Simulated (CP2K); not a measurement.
Crystal: NaCl.

```
CELL_PARAMETERS angstrom
3.95140 0.00000 0.00000
1.97570 3.42201 0.00000
1.97570 1.14067 3.22631
ATOMIC_POSITIONS crystal
Cl 0.50000 0.50000 0.50000
Na 0.00000 0.00000 0.00000
```

The cell is a database's computed one.

| Quantity | Value |
| --- | --- |
| Program | CP2K 2026.2 |
| Task | single point |
| Functional | PBE |
| Potentials or basis | POTENTIAL_UZH Cl GTH-PBE-q7, Na GTH-PBE-q9; TZVP-MOLOPT-PBE-GTH basis |
| Density cutoff | 18368 eV |
| k mesh | 8 × 8 × 8 |
| Occupations | fermi-dirac, width 0.05 eV |
| Spin | no spin polarisation |

On this cell: pressure 2.0 GPa; largest force zero by symmetry; band gap on the k mesh 5.18 eV, direct.

The same run follows on a disturbed copy (atoms moved at random, drawn with an rms of 0.05 Å):

```xyz
2
Lattice="3.9514 0.0000 0.0000 1.9757 3.4220 0.0000 1.9757 1.1407 3.2263" Properties=species:S:1:pos:R:3 pbc="T T T"
Cl    3.9336    2.3268    1.6194
Na   -0.0177    0.0061   -0.0116
```

**Question.** What does the disturbed cell give?

**Answer.** The energy moves by +1.4 meV/atom; pressure 2.0 GPa; largest force 0.078 eV/Å; band gap on the k mesh 5.18 eV, direct.

Forces in eV/Å, atoms in the order of the input:
```
Cl   0.000 -0.070 -0.032
Na   0.024  0.042  0.061
```

The forces don't sum to zero, so they hold noise of the program's grid.

Caveats: the basis of atomic orbitals isn't converged, which shifts pressures, moduli and gaps.

